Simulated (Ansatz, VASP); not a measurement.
## Tl in VASP and in Ansatz

```
Tl
1.0
     0.00000    2.42023    2.42023
     2.42023    0.00000    2.42023
     2.42023    2.42023    0.00000
Tl
1
Cartesian
  0.0000 0.0000 0.0000
```

Alike in both runs: functional PBEsol; k mesh 16 × 16 × 16; occupations gaussian, width 0.1 eV; no spin polarisation.

Ansatz relaxed the structure, and its values are those at the end. VASP's run is a single point on that final structure, the one shown.

```csv
,VASP,Ansatz
version,VASP 6.6.1,Ansatz 0.2.0
potentials or method,"VASP PAW PBE potentials, release 64 (Tl_d)","scalar-relativistic, plane waves, PAW"
plane-wave cutoff (eV),520,420
valence electrons in the cell,13,13
```

```csv
,VASP,Ansatz,Ansatz less VASP
gap on the k mesh at the Fermi level (eV),none,none,-
pressure (GPa),-0.1,-0.1,+0.04
```

A gap of «none» marks a metal or a gap that the smearing closes. The functional is the same, so the differences come from potentials, cutoffs and numerics.

Caveats: the PAW data sets were made with another functional, which shifts forces and pressure a little (VASP). Spin-orbit coupling is left out, which matters for the levels of Tl.
